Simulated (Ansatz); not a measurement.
# Pressure against volume: CdO

```yaml
crystal:
  lattice:
    - [0.00000, 2.38396, 2.38396]
    - [2.38396, 0.00000, 2.38396]
    - [2.38396, 2.38396, 0.00000]
  atoms:
    - { symbol: Cd, position: [0.00000, 0.00000, 0.00000] }
    - { symbol: O, position: [0.50000, 0.50000, 0.50000] }
```

The structure comes from a relaxation in the same program, started in the rocksalt type, and has space group Fm-3m. Whether it is a known phase or the ground state wasn't checked.

All numbers are computed: DFT, PBE, all-electron LAPW, scalar-relativistic (Ansatz 0.2.0); DFT, PBE, PAW with Ansatz's default frozen-core files, scalar-relativistic (Ansatz 0.2.0).

For LAPW: a Γ-centred 16×16×16 k mesh, Fermi–Dirac smearing of 0.08 eV, basis error target 1 meV/atom, no spin polarisation. PAW takes a cutoff of 420 eV at this cell. The Ansatz runs share mesh, smearing and spin set-up. Plane-wave (PAW) pressures include the program's estimate of the Pulay term.

The cell above is scaled evenly, with fractional coordinates and shape held.

```csv
V/V(cell),V (Å³/atom),"P, LAPW (GPa)","P, PAW (GPa)"
0.9500,12.871,?,?
0.9750,13.210,3.39,3.39
1.0000,13.549,0.00,0.01
1.0250,13.887,-2.93,-2.92
1.0500,14.226,-5.46,-5.45
```

(1) Fill in the row V/V(cell) = 0.9500.

(2) What do Birch–Murnaghan fits to the pressures give?

Results:

(1) P, LAPW (GPa) = 7.30, P, PAW (GPa) = 7.30.

(2) LAPW: V0 = 13.55 Å³/atom, B0 = 126 GPa, B0′ = 4.8; PAW: V0 = 13.55 Å³/atom, B0 = 126 GPa, B0′ = 4.8.
